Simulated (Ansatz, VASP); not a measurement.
## Rh in VASP and in Ansatz

```
Rh
1.0
     2.68874    0.00000    0.00000
    -1.34437    2.32852    0.00000
     0.00000    0.00000    4.32894
Rh
2
Direct
  0.33333 0.66667 0.25000
  0.66667 0.33333 0.75000
```

Alike in both runs: task single point; functional PBEsol; k mesh 27 × 27 × 14; occupations gaussian, width 0.1 eV; no spin polarisation.

|  | VASP | Ansatz |
| --- | --- | --- |
| version | VASP 6.6.1 | Ansatz 0.2.0 |
| potentials or method | VASP PAW PBE potentials, release 64 (Rh_pv) | scalar-relativistic, plane waves, PAW |
| plane-wave cutoff (eV) | 520 | 420 |
| valence electrons in the cell | 30 | 34 |

VASP gave:

- gap on the k mesh at the Fermi level (eV): none
- pressure (GPa): 0.0
- largest component of the traceless stress (GPa): 0.48

Q: Which values does Ansatz return?

A: gap on the k mesh at the Fermi level (eV): none; pressure (GPa): 0.0; largest component of the traceless stress (GPa): 0.47.

A gap of «none» marks a metal or a gap that the smearing closes. With one functional, cell and mesh, what is left measures potentials, basis and numerics. The two sets of potentials don't hold the same shells in valence.

Caveats: the PAW data sets were made with another functional, which shifts forces and pressure a little (VASP).
